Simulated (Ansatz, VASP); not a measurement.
Given: the input of a run of Ansatz 0.2.0 on W.

File input.yaml:

```yaml
crystal:
  lattice:
    - [2.809662, 0.0, 0.0]
    - [0.0, 4.86387, 0.0]
    - [0.0, 0.0, 4.923695]
  atoms:
    - { symbol: W, position: [0.793172, 0.936843, 0.75] }
    - { symbol: W, position: [0.206828, 0.436843, 0.75] }
    - { symbol: W, position: [0.206828, 0.063157, 0.25] }
    - { symbol: W, position: [0.793172, 0.563157, 0.25] }
kpoints:
  mp_grid: { grid: [9, 6, 6] }
scf:
  occupations: { method: fermi_dirac, width: 0.05 }
hamiltonian:
  xc: pbesol
  pseudopotentials: { kind: all_electron, lapw: { basis_error: 0.001 } }
output:
  forces: true
  stress: true
  eigenvalues: true
  populations: true
```

Potentials or basis: all-electron LAPW, scalar-relativistic.

Command:

```console
$ ansatz run input.yaml --threads 2 --pin off --max-ram 8192MiB --backend cpu --events-out ev --progress --plain --runs-dir out
```

Q: Translate it to VASP 6.6.1. Potentials there: VASP PAW PBE potentials, release 64 (W_sv).

A: As run (the cutoff follows the program's own potentials):

Contents of INCAR:

```
SYSTEM = W
PREC = Accurate
ENCUT = 520
EDIFF = 1E-7
ISMEAR = -1
SIGMA = 0.05
LREAL = .False.
LASPH = .True.
NELM = 60
ALGO = Fast
ISIF = 2
LWAVE = .False.
LCHARG = .True.
GGA = PS
LELF = .True.
LVHAR = .True.
NBANDS = 36
```

Contents of KPOINTS:

```
Automatic mesh
0
Gamma
  9 6 6
  0 0 0
```

File POSCAR:

```
W
1.0
    2.8096620000      0.0000000000      0.0000000000
    0.0000000000      4.8638700000      0.0000000000
    0.0000000000      0.0000000000      4.9236950000
W
4
Direct
    0.7931720000      0.9368430000      0.7500000000
    0.2068280000      0.4368430000      0.7500000000
    0.2068280000      0.0631570000      0.2500000000
    0.7931720000      0.5631570000      0.2500000000
```

Potentials or basis: VASP PAW PBE potentials, release 64 (W_sv).

Run with:

```bash
$ cat potpaw_PBE.64/W_sv/POTCAR > POTCAR
$ mpirun -np 1 vasp_std > vasp.out
```

Both were run:

|  | VASP | Ansatz | Ansatz less VASP |
| --- | --- | --- | --- |
| gap on the k mesh at the Fermi level (eV) | none | none | - |
| pressure (GPa) | -10.2 | -10.6 | -0.37 |
| largest component of the traceless stress (GPa) | 0.51 | 0.55 | +0.036 |
| rms of the force components (eV/Å) | 0.040 | 0.041 | +0.0007 |

Atom by atom the forces differ by 0.005 eV/Å (rms over components). A gap of «none» marks a metal or a gap that the smearing closes. Ansatz ran all-electron here, so the differences hold the error of VASP's frozen core and of both bases.

Caveats: the PAW data sets were made with another functional, which shifts forces and pressure a little (VASP). Spin-orbit coupling is left out, which matters for the levels of W.
